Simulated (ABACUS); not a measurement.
ZrB2 under changes of volume

One of the cells (10.249 Å³/atom); the others are scaled copies at fixed shape and fractional positions:

```xyz
3
Lattice="3.1700 0.0000 0.0000 -1.5850 2.7453 0.0000 0.0000 0.0000 3.5330" Properties=species:S:1:pos:R:3 pbc="T T T"
Zr    0.0000    0.0000    0.0000
B     1.5850    0.9151    1.7665
B     0.0000    1.8302    1.7665
```

```yaml
Program: ABACUS 3.10.1
Functional: HLE16
Potentials_or_basis: PseudoDojo NC SR 0.5 PBE standard
Cutoff: 1034 eV
Density_cutoff: 4136 eV
Basis: plane waves
k_mesh: 8 × 8 × 6
Occupations: fermi-dirac, width 0.05 eV
Spin: no spin polarisation
```

| volume (Å³/atom) | energy over the lowest point (meV/atom) | pressure (GPa) |
| --- | --- | --- |
| 9.634 | 0.00 | -40.1 |
| 9.839 | 53.68 | -43.9 |
| 10.044 | 111.99 | -47.3 |
| 10.249 | 174.37 | -50.3 |
| 10.454 | 240.33 | -52.9 |
| 10.659 | ? | ? |
| 10.864 | 381.29 | -57.2 |

Task: What does the run at 10.659 Å³/atom give?

Result: Energy over the lowest point 309.43 meV/atom; pressure -55.2 GPa.

Worked out: A Birch-Murnaghan fit of order 3 (a polynomial in V^(-2/3)) to the other rows has no minimum within the range. It gives 309.44 meV/atom at 10.659 Å³/atom, against the run's 309.43, and -dE/dV = -55.1 GPa, against -55.2.

Energies are extrapolated to zero smearing.

Caveats: the potentials were made for a functional far from this one; there are fewer bands than atomic start orbitals, so a level may be missed at k points of high symmetry; the potentials were made for another functional, which shifts forces and pressure.
